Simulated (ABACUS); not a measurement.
# BAs (F-43m) in ABACUS: equation of state

Aim: energy against volume of BAs in PBE, for its equilibrium volume and stiffness.

Everything below comes from runs of ABACUS 3.10.1. Logs are shortened: lines on timing, memory, paths and dates and some standing lists are left out, and cuts for length are marked.

**What was measured.**

From “Basic Physical Properties of Cubic Boron Arsenide”, 2019, arxiv:1911.11281, for a bulk crystal of BAs: bulk modulus 148 GPa.

How close the calculation comes is told below.

## (1) Starting point

The structure is cubic, space group F-43m (No. 216). The conventional cell has a = 4.777 Å, b = 4.777 Å, c = 4.777 Å, α = 90.00°, β = 90.00°, γ = 90.00°. As (site symmetry -43m) has 4 B at 2.07 Å as nearest neighbours. B (site symmetry -43m) has 4 As at 2.07 Å as nearest neighbours.

## (2) Equation of state, PBE, 12.81 Å³/atom (volume scaled by 0.94)

File INPUT:

```
INPUT_PARAMETERS
suffix              BAs
calculation         scf
basis_type          pw
pseudo_dir          ./
symmetry            1
dft_functional      pbe
ecutwfc             84
pseudo_rcut         10
nspin               1
nbands              13
ks_solver           dav
smearing_method     fd
smearing_sigma      0.00367493
scf_thr             1e-08
scf_nmax            100
mixing_type         broyden
mixing_beta         0.7
cal_force           1
cal_stress          1
kpar                4
```

File STRU:

```
ATOMIC_SPECIES
As 74.9216 As.upf
B 10.8100 B.upf

LATTICE_CONSTANT
1.8897261246

LATTICE_VECTORS
0.0000000000 2.3397414207 2.3397414207
2.3397414207 0.0000000000 2.3397414207
2.3397414207 2.3397414207 0.0000000000

ATOMIC_POSITIONS
Direct

As
0.0
1
0.7500000000 0.7500000000 0.7500000000 1 1 1

B
0.0
1
0.0000000000 0.0000000000 0.0000000000 1 1 1
```

File KPT:

```
K_POINTS
0
Gamma
10 10 10 0 0 0
```

Potentials or basis: PseudoDojo NC SR 0.4.1 PBE standard, plane waves.

The run is started by

```console
$ OMP_NUM_THREADS=1 mpirun -np 4 abacus > log
```

running log:

```text
ABACUS v3.10.1

               Atomic-orbital Based Ab-initio Computation at UStc

 ------------------------------------------------------------------------------------

 READING GENERAL INFORMATION
                           global_out_dir = OUT.BAs/
                           global_in_card = INPUT
                               pseudo_dir = ./
                              orbital_dir =
                                    DSIZE = 4
                                    GSIZE = 1

 READING UNITCELL INFORMATION
                                    ntype = 2
                  lattice constant (Bohr) = 1.88973
              lattice constant (Angstrom) = 1

 READING ATOM TYPE 1
                               atom label = As
                      L=0, number of zeta = 1
                      L=1, number of zeta = 1
                      L=2, number of zeta = 1
             number of atom for this type = 1

 READING ATOM TYPE 2
                               atom label = B
                      L=0, number of zeta = 1
                      L=1, number of zeta = 1
                      L=2, number of zeta = 1
             number of atom for this type = 1

                        TOTAL ATOM NUMBER = 2
DIRECT COORDINATES
    atom                   x                   y                   z     mag                  vx                  vy                  vz
taud_As1            0.7500000000        0.7500000000        0.7500000000  0.0000        0.0000000000        0.0000000000        0.0000000000
taud_B1            0.0000000000        0.0000000000        0.0000000000  0.0000        0.0000000000        0.0000000000        0.0000000000

                          Volume (Bohr^3) = 172.874
                             Volume (A^3) = 25.6173

 Lattice vectors: (Cartesian coordinate: in unit of a_0)
                   +0            +2.33974            +2.33974
             +2.33974                  +0            +2.33974
             +2.33974            +2.33974                  +0
 Reciprocal vectors: (Cartesian coordinate: in unit of 2 pi/a_0)
            -0.213699           +0.213699           +0.213699
            +0.213699           -0.213699           +0.213699
            +0.213699           +0.213699           -0.213699
 The esolver type has been set to : ksdft_pw

                PAO radial cut off (Bohr) = 10

 Read in pseudopotential file is As.upf
                     pseudopotential type = NC
          exchange-correlation functional = PBE
                 nonlocal core correction = 1
                        valence electrons = 15
                                     lmax = 2
                           number of zeta = 3
                     number of projectors = 6
                           L of projector = 0
                           L of projector = 0
                           L of projector = 1
                           L of projector = 1
                           L of projector = 2
                           L of projector = 2
                PAO radial cut off (Bohr) = 10

 Read in pseudopotential file is B.upf
                     pseudopotential type = NC
          exchange-correlation functional = PBE
                 nonlocal core correction = 1
                        valence electrons = 3
                                     lmax = 1
                           number of zeta = 2
                     number of projectors = 4
                           L of projector = 0
                           L of projector = 0
                           L of projector = 1
                           L of projector = 1
     initial pseudo atomic orbital number = 13

 SETUP THE ELECTRONS NUMBER
            electron number of element As = 15
      total electron number of element As = 15
             electron number of element B = 3
       total electron number of element B = 3
            AUTOSET number of electrons:  = 18
                           occupied bands = 9
                                   NBANDS = 13
                                   NLOCAL = 18

%%%%%%%%%%%%%%%%%%%%%%%%%%%%%%%%%%%%%%%%%%%%%%%%%%%%%%%%%%%%%%%%%%%%%%%%%%%%%%%%%%%%%%%%%%%%%%%%%%%%%%%%%%
 Warning: the number of valence electrons in pseudopotential > 5 for As: [Ar] 3d10 4s2 4p3
 Pseudopotentials with additional electrons can yield (more) accurate outcomes, but may be less efficient.
 If you're confident that your chosen pseudopotential is appropriate, you can safely ignore this warning.
%%%%%%%%%%%%%%%%%%%%%%%%%%%%%%%%%%%%%%%%%%%%%%%%%%%%%%%%%%%%%%%%%%%%%%%%%%%%%%%%%%%%%%%%%%%%%%%%%%%%%%%%%%

 SETUP THE PLANE WAVE BASIS
 energy cutoff for charge/potential (unit:Ry) = 336
            fft grid for charge/potential = [ 40, 40, 40 ]
                        fft grid division = [ 1, 1, 1 ]
        big fft grid for charge/potential = [ 40, 40, 40 ]
                                     nbxx = 64000
                                     nrxx = 64000

[... 77 lines left out ...]
                     BRAVAIS LATTICE NAME = 02. Cubic I (body-centered)
                                    ibrav = 2
                       right hand lattice = 1
                        ROTATION MATRICES = 48
                               nkstot_ibz = 47
K-POINTS REDUCTION ACCORDING TO SYMMETRY
     IBZ    DIRECT_X    DIRECT_Y    DIRECT_Z  WEIGHT  ibz2bz
       1  0.00000000  0.00000000  0.00000000  0.0010       0
       2  0.10000000  0.10000000  0.10000000  0.0080       1
       3  0.20000000  0.20000000  0.20000000  0.0080       2
       4  0.30000000  0.30000000  0.30000000  0.0080       3
       5  0.40000000  0.40000000  0.40000000  0.0080       4
       6  0.50000000  0.50000000  0.50000000  0.0040       5
[... 22 lines left out ...]
      29  0.50000000  0.50000000  0.10000000  0.0240      45
      30 -0.20000000  0.40000000  0.40000000  0.0120      46
[... 17 further k points ...]

                               nkstot now = 47
[... K-POINTS DIRECT COORDINATES: 47 rows ...]

           k-point number in this process = 12
       minimum distributed K point number = 11
[... stars of the k points ...]

[... K-POINTS CARTESIAN COORDINATES: 12 rows ...]

[... K-POINTS DIRECT COORDINATES: 12 rows ...]

 SETUP PLANE WAVES FOR WAVE FUNCTIONS
     energy cutoff for wavefunc (unit:Ry) = 84
              fft grid for wave functions = [ 40, 40, 40 ]
                    number of plane waves = 2733
                         number of sticks = 253

 PARALLEL PW FOR WAVE FUNCTIONS
     PROC   COLUMNS(POT)             PW
        1            253           2733
 --------------- sum -------------------
        1            253           2733

 SETUP NONLOCAL PSEUDOPOTENTIALS IN PLANE WAVE BASIS
 As non-local projectors:
 projector 1 L=0
 projector 2 L=0
 projector 3 L=1
 projector 4 L=1
 projector 5 L=2
 projector 6 L=2
 B non-local projectors:
 projector 1 L=0
 projector 2 L=0
 projector 3 L=1
 projector 4 L=1
      TOTAL NUMBER OF NONLOCAL PROJECTORS = 26

 Init Non-Local PseudoPotential table :
 Init Non-Local-Pseudopotential done.

                                     npwx = 2259

 Make real space PAO into reciprocal space.
       max mesh points in Pseudopotential = 1001
     dq(describe PAO in reciprocal space) = 0.01
                                    max q = 1104

 number of pseudo atomic orbitals for As is 3
WARNING: norm of atomic wavefunction # 3 of atomic type As is 0.99996, renormalized

 number of pseudo atomic orbitals for B is 2
WARNING: norm of atomic wavefunction # 2 of atomic type B is 0.999877, renormalized

 -------------------------------------------
 SELF-CONSISTENT
 -------------------------------------------
                                 init_chg = atomic

 PW ALGORITHM --------------- ION=   1  ELEC=   1--------------------------------
 Notice: Threshold on eigenvalues was too large.
 hsover_error=0.18 > DRHO=0.174508
 Origin diag ethr = 0.01
 New diag ethr = 0.00096949

 Density error is 0.174996939407
                          Error Threshold = 0.000969489800931
----------------------------------------------------------
     Energy           Rydberg                 eV
----------------------------------------------------------
 E_KohnSham     -217.9720337592      -2965.6616637736
 E_Harris       -218.8954856148      -2978.2258708389
 E_Fermi        0.8985097210         12.2248519137
----------------------------------------------------------
[... 63 lines left out ...]
 Density error is 4.8532852129e-09
                          Error Threshold = 3.21130357353e-10
----------------------------------------------------------
     Energy           Rydberg                 eV
----------------------------------------------------------
 E_KohnSham     -218.0133285562      -2966.2235083105
 E_KS(sigma->0) -218.0133285515      -2966.2235082460
 E_Harris       -218.0137913290      -2966.2298046570
 E_band         -14.1131365317       -192.0190734832
 E_one_elec     -97.9057591057       -1332.0761908522
 E_Hartree      59.4772442619        809.2294232995
 E_xc           -50.0993895798       -681.6371646073
 E_Ewald        -129.4854241231      -1761.7395760214
 E_entropy(-TS) -0.0000000095        -0.0000001291
 E_descf        0.0000000000         0.0000000000
 E_exx          0.0000000000         0.0000000000
 E_Fermi        0.9495612113         12.9194430739
----------------------------------------------------------

 charge density convergence is achieved
 final etot is -2966.2235083 eV
 EFERMI = 12.919443074 eV

 STATE ENERGY(eV) AND OCCUPATIONS    NSPIN == 1
 1/12 kpoint (Cartesian) = 0.0000 0.0000 0.0000 (2229 pws)
       1       -23.6452     0.00200000
       2       -23.6452     0.00200000
       3       -23.6452     0.00200000
       4       -23.6195     0.00200000
       5       -23.6195     0.00200000
       6       -3.60538     0.00200000
       7        12.3705     0.00199997
       8        12.3705     0.00199997
       9        12.3705     0.00199997
      10        15.7460    5.62401e-28
      11        15.7460    5.62401e-28
      12        15.7460    5.62401e-28
      13        17.8606    2.41566e-46
[... 61 lines left out ...]
 6/12 kpoint (Cartesian) = 0.10685 0.10685 0.10685 (2252 pws)
       1       -23.6411     0.00800000
       2       -23.6381     0.00800000
       3       -23.6381     0.00800000
       4       -23.6159     0.00800000
       5       -23.6159     0.00800000
       6      -0.506328     0.00800000
       7        3.13091     0.00800000
       8        10.4460     0.00800000
       9        10.4460     0.00800000
      10        15.4462    9.04092e-25
      11        17.2508    1.91319e-40
      12        17.2508    1.91319e-40
      13        21.4042    1.60316e-76

[... levels at 6 further k points ...]

------------------------------------------------------------------------------------------
 TOTAL-FORCE (eV/Angstrom)
------------------------------------------------------------------------------------------
                       As1         0.0000000000         0.0000000000         0.0000000000
                        B1         0.0000000000         0.0000000000         0.0000000000
------------------------------------------------------------------------------------------

----------------------------------------------------------------
 TOTAL-STRESS (KBAR)
----------------------------------------------------------------
       126.8375982013         0.0000000000        -0.0000000000
        -0.0000000000       126.8375982013         0.0000000000
        -0.0000000000         0.0000000000       126.8375982013
----------------------------------------------------------------
 TOTAL-PRESSURE: 126.837598 KBAR

 --------------------------------------------
 !FINAL_ETOT_IS -2966.2235083105447302 eV
 --------------------------------------------
```

Wall time 6.6 s (4 MPI ranks of Intel Xeon Platinum 8375C at 2.90GHz (Ice Lake), shared host); peak memory 0.32 GiB.

What came out:

* Free energy: -2966.2235 eV
* Pressure: 12.7 GPa
* Band gap on the k mesh: 1.13 eV, indirect (least direct gap 3.38 eV)

## (3) Equation of state, PBE, 13.08 Å³/atom (volume scaled by 0.96)

INPUT is that of step 2.

Edit STRU of step 2 so:

```diff
@@ -8,5 +8,5 @@
 LATTICE_VECTORS
-0.0000000000 2.3397414207 2.3397414207
-2.3397414207 0.0000000000 2.3397414207
-2.3397414207 2.3397414207 0.0000000000
+0.0000000000 2.3562190158 2.3562190158
+2.3562190158 0.0000000000 2.3562190158
+2.3562190158 2.3562190158 0.0000000000
```

KPT is that of step 2.

Potentials or basis: PseudoDojo NC SR 0.4.1 PBE standard, plane waves.

The run is started by

```console
$ OMP_NUM_THREADS=1 mpirun -np 4 abacus > log
```

Wall time 6.5 s (4 MPI ranks of Intel Xeon Platinum 8375C at 2.90GHz (Ice Lake), shared host); peak memory 0.32 GiB.

Results (log left out):

```yaml
Free_energy: -2966.2605 eV
Pressure: 9.0 GPa
Band_gap_on_the_k_mesh: 1.15 eV, indirect (least direct gap 3.35 eV)
```

## (4) Equation of state, PBE, 13.35 Å³/atom (volume scaled by 0.98)

INPUT is that of step 3.

Edit STRU of step 3 so:

```diff
@@ -8,5 +8,5 @@
 LATTICE_VECTORS
-0.0000000000 2.3562190158 2.3562190158
-2.3562190158 0.0000000000 2.3562190158
-2.3562190158 2.3562190158 0.0000000000
+0.0000000000 2.3724693156 2.3724693156
+2.3724693156 0.0000000000 2.3724693156
+2.3724693156 2.3724693156 0.0000000000
```

KPT is that of step 3.

The run is started by

```console
$ OMP_NUM_THREADS=1 mpirun -np 4 abacus > log
```

Run time: 6.5 s. Hardware: 4 MPI ranks of Intel Xeon Platinum 8375C at 2.90GHz (Ice Lake), shared host; peak memory 0.32 GiB.

Results (log left out):

```yaml
Free_energy: -2966.2856 eV
Pressure: 5.7 GPa
Band_gap_on_the_k_mesh: 1.18 eV, indirect (least direct gap 3.32 eV)
```

## (5) Equation of state, PBE, 13.63 Å³/atom

INPUT is that of step 4.

Edit STRU of step 4 so:

```diff
@@ -8,5 +8,5 @@
 LATTICE_VECTORS
-0.0000000000 2.3724693156 2.3724693156
-2.3724693156 0.0000000000 2.3724693156
-2.3724693156 2.3724693156 0.0000000000
+0.0000000000 2.3885000000 2.3885000000
+2.3885000000 0.0000000000 2.3885000000
+2.3885000000 2.3885000000 0.0000000000
```

KPT is that of step 4.

The run is started by

```console
$ OMP_NUM_THREADS=1 mpirun -np 4 abacus > log
```

Run time: 6.5 s. Hardware: 4 MPI ranks of Intel Xeon Platinum 8375C at 2.90GHz (Ice Lake), shared host; peak memory 0.32 GiB.

The run converged. Its results:

| Property | Result |
| --- | --- |
| Free energy | -2966.3000 eV |
| Pressure | 2.7 GPa |
| Band gap on the k mesh | 1.20 eV, indirect (least direct gap 3.29 eV) |

## (6) Equation of state, PBE, 13.90 Å³/atom (volume scaled by 1.02)

INPUT is that of step 5.

Edit STRU of step 5 so:

```diff
@@ -8,5 +8,5 @@
 LATTICE_VECTORS
-0.0000000000 2.3885000000 2.3885000000
-2.3885000000 0.0000000000 2.3885000000
-2.3885000000 2.3885000000 0.0000000000
+0.0000000000 2.4043183418 2.4043183418
+2.4043183418 0.0000000000 2.4043183418
+2.4043183418 2.4043183418 0.0000000000
```

KPT is that of step 5.

Potentials or basis: PseudoDojo NC SR 0.4.1 PBE standard, plane waves.

The run is started by

```console
$ OMP_NUM_THREADS=1 mpirun -np 4 abacus > log
```

Wall time 6.7 s (4 MPI ranks of Intel Xeon Platinum 8375C at 2.90GHz (Ice Lake), shared host); peak memory 0.32 GiB.

Results (log left out):

```yaml
Free_energy: -2966.3047 eV
Pressure: 0.0 GPa
Band_gap_on_the_k_mesh: 1.22 eV, indirect (least direct gap 3.27 eV)
```

## (7) Equation of state, PBE, 14.17 Å³/atom (volume scaled by 1.04)

INPUT is that of step 6.

Edit STRU of step 6 so:

```diff
@@ -8,5 +8,5 @@
 LATTICE_VECTORS
-0.0000000000 2.4043183418 2.4043183418
-2.4043183418 0.0000000000 2.4043183418
-2.4043183418 2.4043183418 0.0000000000
+0.0000000000 2.4199312360 2.4199312360
+2.4199312360 0.0000000000 2.4199312360
+2.4199312360 2.4199312360 0.0000000000
```

KPT is that of step 6.

The run is started by

```console
$ OMP_NUM_THREADS=1 mpirun -np 4 abacus > log
```

Wall time 6.4 s (4 MPI ranks of Intel Xeon Platinum 8375C at 2.90GHz (Ice Lake), shared host); peak memory 0.32 GiB.

The run converged. Its results:

| Quantity | Value |
| --- | --- |
| Free energy | -2966.3006 eV |
| Pressure | -2.5 GPa |
| Band gap on the k mesh | 1.23 eV, indirect (least direct gap 3.24 eV) |

## (8) Equation of state, PBE, 14.44 Å³/atom (volume scaled by 1.06)

INPUT is that of step 7.

Edit STRU of step 7 so:

```diff
@@ -8,5 +8,5 @@
 LATTICE_VECTORS
-0.0000000000 2.4199312360 2.4199312360
-2.4199312360 0.0000000000 2.4199312360
-2.4199312360 2.4199312360 0.0000000000
+0.0000000000 2.4353452264 2.4353452264
+2.4353452264 0.0000000000 2.4353452264
+2.4353452264 2.4353452264 0.0000000000
```

KPT is that of step 7.

The run is started by

```console
$ OMP_NUM_THREADS=1 mpirun -np 4 abacus > log
```

It took 6.5 s on 4 MPI ranks of Intel Xeon Platinum 8375C at 2.90GHz (Ice Lake), shared host; peak memory 0.32 GiB.

Results (log left out):

| Property | Result |
| --- | --- |
| Free energy | -2966.2885 eV |
| Pressure | -4.7 GPa |
| Band gap on the k mesh | 1.25 eV, indirect (least direct gap 3.22 eV) |

## (9) Equation of state, PBE

Potentials or basis: PseudoDojo NC SR 0.4.1 PBE standard, plane waves.

No new run: the results of the series are fitted here.

Results:

```yaml
Equilibrium_volume: 13.90 Å³/atom
Bulk_modulus: 131 GPa
Pressure_derivative_of_the_bulk_modulus: 4.1
```

Energy against volume, from the lowest point:
```tsv
volume (Å³/atom)	energy (meV/atom)
12.809	40.58
13.081	22.09
13.354	9.53
13.626	2.34
13.899	0.00
14.171	2.05
14.444	8.06
```

PBE usually gives volumes a little too large and moduli too small.

## (10) Comparison with measurements

Step 9. Against the measured bulk modulus of BAs, 148 GPa (quoted in “Basic Physical Properties of Cubic Boron Arsenide”, 2019, arxiv:1911.11281), the calculated 131 GPa is off by -11.3 %. The fit is for a static lattice scaled at fixed shape and fixed fractional positions.
